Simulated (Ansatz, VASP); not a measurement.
# Cross-check of In3Ga5As8 (random alloy of the zinc-blende GaAs-InAs line, x = 0.375) between VASP and Ansatz, part 2 of 2

One calculation is typed for both programs; each brings its own data sets. How far apart do they land? Of the first pair: The structure shown is the start of the Ansatz relaxation below; VASP solves that cell, so the two are compared at the walk's first step.

VASP 6.6.1 and Ansatz 0.2.0.

So far: Starting point; Ansatz: relaxation, PBE.

### 3. VASP: single point, PBE, start cell, pair 1

Level of this step: PBE; plane waves and PAW (Ga_d, As, In_d) (VASP).

The same cell, functional, mesh and smearing now go to VASP, with its own data sets.

Lines of VASP's logs that name or quote its potential files are left out, and so is its time.

File INCAR:

```
SYSTEM = In3Ga5As8
PREC = Accurate
ENCUT = 400
EDIFF = 1E-06
NELM = 120
ISMEAR = -1
SIGMA = 0.025
LREAL = Auto
ALGO = Normal
GGA = PE
NBANDS = 336
LORBIT = 11
LWAVE = .FALSE.
LCHARG = .FALSE.
ISIF = 2
LASPH = .TRUE.
GGA_COMPAT = .FALSE.
NCORE = 2
```

File POSCAR:

```
In3Ga5As8
1.0
   11.8300000000      0.0000000000      0.0000000000
    0.0000000000     11.8300000000      0.0000000000
    0.0000000000      0.0000000000     11.8300000000
Ga As In
20 32 12
Direct
    0.9992983939      0.9998985630      0.9963905325
    0.9995519865      0.2537700761      0.7458833474
    0.2468385461      0.2529332206      0.5024767540
    0.9985967878      0.5001521555      0.0016906171
    0.0007269653      0.7521639899      0.2489264582
    0.2492899408      0.4997802198      0.2499323753
    0.9993575655      0.5001098901      0.4981403212
    0.0011834320      0.7465595943      0.7496787828
    0.5006424345      0.9996280642      0.0019780220
    0.4980811496      0.2507269653      0.2494928149
    0.7495266272      0.2491293322      0.9988165680
    0.4982671175      0.0007269653      0.4994505495
    0.5012679628      0.2483178360      0.7518765850
    0.5055367709      0.5016398986      0.0030262046
    0.5010228233      0.7500084531      0.2496111581
    0.7518934911      0.4995435334      0.2529416737
    0.7492138631      0.7478782756      0.0002113271
    0.4993829248      0.7485207101      0.7506677937
    0.7522569738      0.5005071851      0.7492307692
    0.7475401522      0.7494336433      0.5006086221
    0.1277683855      0.1219695689      0.1235841082
    0.1234573119      0.3759340659      0.3788841927
    0.3739898563      0.1249704142      0.3769907016
    0.3747421809      0.3754268808      0.1233305156
    0.1229923922      0.1226035503      0.6247421809
    0.1251901944      0.3756297549      0.8773034658
    0.3759171598      0.1244716822      0.8762975486
    0.3744294167      0.3760270499      0.6250803043
    0.1243617921      0.6243617921      0.1248689772
    0.1258579882      0.8753677092      0.3718596788
    0.3755536771      0.6215469146      0.3750803043
    0.3762383770      0.8738968724      0.1264158918
    0.1276838546      0.6204987320      0.6248520710
    0.1248689772      0.8763905325      0.8771090448
    0.3770583263      0.6242180896      0.8755874894
    0.3773795435      0.8720625528      0.6267624683
    0.6210397295      0.1269568893      0.1256466610
    0.6293660186      0.3780980558      0.3757480981
    0.8740490279      0.1234657650      0.3739983094
    0.8734319527      0.3793068470      0.1225105664
    0.6257227388      0.1263482671      0.6271259510
    0.6220202874      0.3748098056      0.8741589180
    0.8767202029      0.1224936602      0.8764327980
    0.8745731192      0.3723922232      0.6214792899
    0.6242688081      0.6261792054      0.1261792054
    0.6214961961      0.8760270499      0.3757227388
    0.8742434489      0.6228825021      0.3765934066
    0.8762806424      0.8754099746      0.1258410820
    0.6216398986      0.6256213018      0.6263060017
    0.6244716822      0.8739983094      0.8769399831
    0.8758664413      0.6263989856      0.8760693153
    0.8760524091      0.8766187658      0.6262806424
    0.0008537616      0.2478867287      0.2482079459
    0.2500676247      0.9981065089      0.2509129332
    0.2487404903      0.2500169062      0.9985207101
    0.9994336433      0.9996027050      0.4989180051
    0.2508537616      0.9985714286      0.7500000000
    0.2488503804      0.7475739645      0.0008875740
    0.2493237532      0.4976584954      0.7523076923
    0.2506508876      0.7509636517      0.5003465765
    0.7487827557      0.9990109890      0.2494505495
    0.7482079459      0.0009974641      0.7496872358
    0.7508368555      0.2502113271      0.4975993238
    0.5069484362      0.5013863060      0.5025866441
```

File KPOINTS:

```
Automatic mesh
0
Gamma
1 1 1
0 0 0
```

Potentials, in the order of the species: Ga_d, As and In_d (PBE family, release 64).

Started as:

```
> mpirun -np 8 vasp_gam
```

Numbers of over 12 decimals in the logs are rounded to 6 here.

Output:

```text
[banner, memory and clock lines left out]
running    8 mpi-ranks, on    1 nodes
[...]
LDA part: xc-table for (Slater+PW92), standard interpolation
 POSCAR, INCAR and KPOINTS ok, starting setup
[...]
entering main loop
       N       E                     dE             d eps       ncg     rms          rms(c)
DAV:   1     0.874050497684E+04    0.87405E+04   -0.20875E+05   712   0.221E+03
DAV:   2     0.214514072311E+04   -0.65954E+04   -0.63926E+04   680   0.653E+02
DAV:   3     0.107571717549E+03   -0.20376E+04   -0.19257E+04   792   0.265E+02
DAV:   4    -0.224434389451E+03   -0.33201E+03   -0.30566E+03   784   0.985E+01
[...]
DAV:  16    -0.249194818296E+03   -0.10657E-04   -0.12263E-04   808   0.352E-02    0.139E-02
DAV:  17    -0.249194816728E+03    0.15685E-05   -0.96633E-06   696   0.248E-02    0.606E-03
DAV:  18    -0.249194817507E+03   -0.77946E-06   -0.52123E-06   552   0.211E-02
   1 F= -.24919482E+03 E0= -.24914822E+03  d E =-.931892E-01
```

From OUTCAR (step 3):

```text
  Total       18.5758240     18.4704096     19.0277996     -0.9764349      0.2246347      0.1567350
  in kB       17.9764709     17.8744577     18.4138634     -0.9449300      0.2173868      0.1516779
  external PRESSURE =      18.0882640 kB  Pullay stress =       0.0000000 kB

 POSITION                                       TOTAL-FORCE (eV/Angst)
 -----------------------------------------------------------------------------------
     11.82170     11.82880     11.78730         0.099395     -0.072762      0.316609
     11.82470      3.00210      8.82380         0.070300     -0.291926      0.309013
      2.92010      2.99220      5.94430         0.194954     -0.222671     -0.016858
     11.81340      5.91680      0.02000         0.094678      0.100531     -0.158747
      0.00860      8.89810      2.94480        -0.100200     -0.263416      0.044251
      2.94910      5.91240      2.95670         0.053405     -0.097681      0.016630
     11.82240      5.91630      5.89300         0.003262      0.006052      0.210236
      0.01400      8.83180      8.86870         0.093812      0.214998     -0.067746
      5.92260     11.82560      0.02340        -0.072064     -0.038542     -0.071278
      5.89230      2.96610      2.95150        -0.013025      0.142894      0.142351
      8.86690      2.94720     11.81600        -0.050508      0.072277     -0.043339
      5.89450      0.00860      5.90850         0.047062      0.033827      0.200381
      5.93000      2.93760      8.89470        -0.253454      0.103046     -0.170834
      5.98050      5.93440      0.03580        -0.377351     -0.106523     -0.210832
[...]
-----------------------------------------------------------------------------------
    total drift:                               -0.007847     -0.021766      0.064163

  FREE ENERGIE OF THE ION-ELECTRON SYSTEM (eV)
  ---------------------------------------------------
  free  energy   TOTEN  =      -249.1948175071 eV

  energy  without entropy=     -249.1016282899  energy(sigma->0) =     -249.14822290

[... 2 further parts left out ...]
```

The run ends at a pressure of 1.81 GPa, with forces up to 2.0 eV/Å.

### 4. Differences

Known differences besides the potentials themselves: the data sets hold 896 valence electrons in Ansatz (on its default PAW (the set named soft_2) files) and 576 in VASP; the cutoff is 420 eV in Ansatz and 400 eV in VASP (PREC = Accurate, projectors in real space). Total energies have different zeros and are not compared.

Forces on 9 of the 64 atoms, those with the largest forces and the largest differences (eV/Å; atoms numbered as in POSCAR):

```tsv
atom	Ansatz x, y, z	VASP x, y, z
As24	0.637, 0.708, 0.796	0.637, 0.714, 0.784
As25	0.210, 1.526, 0.145	0.209, 1.519, 0.145
As26	-1.692, -0.013, -0.125	-1.688, -0.010, -0.113
As33	-1.526, 0.348, -0.102	-1.529, 0.350, -0.104
As35	1.171, -0.056, 0.099	1.181, -0.063, 0.104
As38	-0.330, -0.276, -1.501	-0.335, -0.284, -1.504
As44	0.762, 1.093, 0.947	0.760, 1.101, 0.944
As49	1.321, 0.979, 1.069	1.316, 0.979, 1.066
As52	-0.136, -1.594, -0.026	-0.133, -1.584, -0.024
```

The forces differ by 3.5 meV/Å r.m.s., which is 0.7 % of the r.m.s. force of 0.513 eV/Å (both taken over all components).

### 5. Ansatz: relaxation, PBE

This run makes the geometry at which the two programs are then compared. The cell compared in this pair holds 1685.13 Å³, against 1655.60 Å³ for the pair before.

The structure compared here is the end of the Ansatz relaxation.

This is the run of step 2 again, met here at its other cell.

### 6. VASP: single point, PBE, relaxed cell, pair 2

The same cell, functional, mesh and smearing now go to VASP, with its own data sets.

Edit INCAR of step 3 so:

```diff
@@ -2,3 +2,3 @@
 PREC = Accurate
-ENCUT = 400
+ENCUT = 500
 EDIFF = 1E-06
```

File POSCAR:

```
In3Ga5As8
1.0
   11.9749780000      0.0133100000     -0.0008190000
    0.0133100000     11.8682460000      0.0663510000
   -0.0008190000      0.0663510000     11.8573090000
Ga As In
20 32 12
Direct
    0.9957900000      0.9966500000      0.9971200000
    0.9977500000      0.2545700000      0.7529600000
    0.2539000000      0.2520600000      0.5014300000
    0.9942300000      0.5016300000      0.0016600000
    0.9955500000      0.7420100000      0.2475500000
    0.2508500000      0.4997900000      0.2495700000
    0.9989900000      0.5016800000      0.5004600000
    0.9943800000      0.7463300000      0.7520900000
    0.5062300000      0.0001600000      0.0011500000
    0.5003800000      0.2521800000      0.2475500000
    0.7486600000      0.2535300000      0.9981600000
    0.5004400000      0.9988300000      0.5004900000
    0.5040500000      0.2497600000      0.7527900000
    0.5066600000      0.5000900000      0.0015200000
    0.5060700000      0.7481100000      0.2485300000
    0.7510500000      0.5031600000      0.2465600000
    0.7515700000      0.7463600000      0.0010900000
    0.5073500000      0.7489600000      0.7532000000
    0.7521300000      0.5013000000      0.7541300000
    0.7503200000      0.7449700000      0.5000600000
    0.1177900000      0.1167600000      0.1178900000
    0.1324900000      0.3825900000      0.3825800000
    0.3807400000      0.1316800000      0.3806900000
    0.3795500000      0.3827300000      0.1294600000
    0.1236100000      0.1395900000      0.6259800000
    0.1107100000      0.3770600000      0.8789700000
    0.3873800000      0.1237200000      0.8763100000
    0.3763500000      0.3642900000      0.6273200000
    0.1173900000      0.6157600000      0.1298500000
    0.1161400000      0.8675200000      0.3657800000
    0.3747100000      0.6256800000      0.3605400000
    0.3888900000      0.8747700000      0.1245000000
    0.1118800000      0.6258000000      0.6261800000
    0.1114000000      0.8733400000      0.8724900000
    0.3873600000      0.6235300000      0.8752100000
    0.3862800000      0.8721400000      0.6263400000
    0.6194100000      0.1324000000      0.1182100000
    0.6255900000      0.3770100000      0.3601900000
    0.8715300000      0.1252100000      0.3736600000
    0.8657000000      0.3818700000      0.1190200000
    0.6135100000      0.1242500000      0.6255600000
    0.6256000000      0.3760700000      0.8737600000
    0.8776100000      0.1318300000      0.8807500000
    0.8779600000      0.3831200000      0.6317100000
    0.6269500000      0.6254200000      0.1244100000
    0.6189500000      0.8669100000      0.3823200000
    0.8714900000      0.6219700000      0.3745500000
    0.8779000000      0.8661800000      0.1182500000
    0.6315000000      0.6281100000      0.6317500000
    0.6215200000      0.8683000000      0.8841500000
    0.8714800000      0.6244200000      0.8767700000
    0.8713200000      0.8625500000      0.6252500000
    0.0026700000      0.2561900000      0.2488600000
    0.2559800000      0.9998100000      0.2506700000
    0.2535500000      0.2513900000      0.0006100000
    0.0015900000      0.9987000000      0.5031200000
    0.2516200000      0.0007500000      0.7499500000
    0.2502400000      0.7480300000      0.0015600000
    0.2500500000      0.4989300000      0.7518500000
    0.2516200000      0.7482700000      0.4989900000
    0.7461500000      0.9948400000      0.2462000000
    0.7498400000      0.9989300000      0.7539700000
    0.7488000000      0.2546200000      0.5031000000
    0.5026000000      0.5006400000      0.4989300000
```

KPOINTS is that of step 3.

Started as:

```
> mpirun -np 8 vasp_gam
```

Output:

```text
[... set-up lines as in an earlier step ...]
 entering main loop
       N       E                     dE             d eps       ncg     rms          rms(c)
DAV:   1     0.970953789524E+04    0.97095E+04   -0.23230E+05   720   0.251E+03
DAV:   2     0.249142532008E+04   -0.72181E+04   -0.69676E+04   672   0.746E+02
DAV:   3     0.171638676138E+03   -0.23198E+04   -0.22099E+04   792   0.291E+02
DAV:   4    -0.215014844468E+03   -0.38665E+03   -0.35802E+03   776   0.110E+02
[...]
DAV:  17    -0.252019671243E+03   -0.22360E-05   -0.15181E-05   680   0.276E-02    0.340E-03
DAV:  18    -0.252019673107E+03   -0.18645E-05   -0.10873E-05   520   0.107E-02    0.427E-03
DAV:  19    -0.252019673204E+03   -0.96334E-07   -0.22038E-06   464   0.724E-03
   1 F= -.25201967E+03 E0= -.25199765E+03  d E =-.440491E-01
```

Parts of OUTCAR (step 6):

```text
  Total        0.9798882      1.0778867      1.1775069      0.0732350      0.0831187     -0.0684043
  in kB        0.9316523      1.0248267      1.1195430      0.0696299      0.0790271     -0.0650370
  external PRESSURE =       1.0253406 kB  Pullay stress =       0.0000000 kB

 POSITION                                       TOTAL-FORCE (eV/Angst)
 -----------------------------------------------------------------------------------
     11.93701     11.90790     11.88847         0.007475     -0.004369     -0.000232
     11.95081      3.08454      8.94415         0.013213      0.000336     -0.001346
      3.04339      3.02816      5.96213         0.003062     -0.007637      0.000180
     11.91256      5.96681      0.05215         0.008096     -0.005569     -0.004984
     11.93136      8.83603      2.98369         0.007552     -0.009125      0.008211
      3.01037      5.95153      2.99218         0.006525     -0.002395     -0.005954
     11.96915      6.00056      5.96658         0.000843     -0.009302      0.000507
     11.91700      8.92077      8.96647         0.004815     -0.010251      0.005935
      6.06209      0.00871      0.01323         0.025182     -0.008117     -0.004534
      5.99519      3.01602      2.95160         0.004116     -0.010012     -0.004360
      8.96774      3.08515     11.85170         0.009525     -0.002181      0.000117
      6.00564     11.89423      6.00033         0.008612      0.001425     -0.007517
      6.03870      3.02087      8.94222         0.006823     -0.001543     -0.001534
      6.07390      5.94204      0.05079         0.004726     -0.011137      0.007559
[...]
-----------------------------------------------------------------------------------
    total drift:                               -0.005627     -0.014939      0.016337

  FREE ENERGIE OF THE ION-ELECTRON SYSTEM (eV)
  ---------------------------------------------------
  free  energy   TOTEN  =      -252.0196732035 eV

  energy  without entropy=     -251.9756241454  energy(sigma->0) =     -251.99764867

[... 1 part as in an earlier step ...]

[... 1 further part left out ...]
```

The run ends at a pressure of 0.10 GPa, with forces up to 0.027 eV/Å.

### 7. Side by side

What differs besides the data sets and the points named for the pairs above, as far as they apply: the data sets hold 896 valence electrons in Ansatz (on its default PAW (the set named soft_2) files) and 576 in VASP; the cutoff is 420 eV in Ansatz and 500 eV in VASP (PREC = Accurate, projectors in real space). Total energies have different zeros and are not compared.

Both answers:

```tsv
quantity	Ansatz	VASP	difference
pressure (GPa)	0.00	0.10	-0.11
gap on the k mesh (eV)	0.096	0.096	0.000
```

The largest component of a force difference here is 10 meV/Å. A gap on the mesh is an upper bound, since the band edges may lie between its points.

### 8. What came out

```
r.m.s. force difference (single point, PBE, start cell, pair 1)           : 0.69 % of the r.m.s. force
difference in gap on the k mesh (single point, PBE, relaxed cell, pair 2) : 1.0e-5 eV
```

What this shows: The r.m.s. force difference is 0.69 % of the r.m.s. force (single point, PBE, start cell, pair 1), within the 3 % picked in this series as the mark of a large difference. The data sets hold unlike numbers of valence electrons (896 in Ansatz and 576 in VASP), so part of the differences may come from the potentials. Such differences can come from data sets, numerical settings and the points named under the comparisons, not from the functional's error against experiment.

[Lines on the potential files, build, host, timing and source positions are cut from VASP's logs without a mark.]

[Logs are printed without paths, hosts, clocks, repeated set-up lines and the standing remarks that a program may print on its own settings, such as how far it seeks lower states.]

[Hosts, paths, dates, database ids (printed as entryN), source tags and the programs' standing remarks are cut or masked in the printed files.]
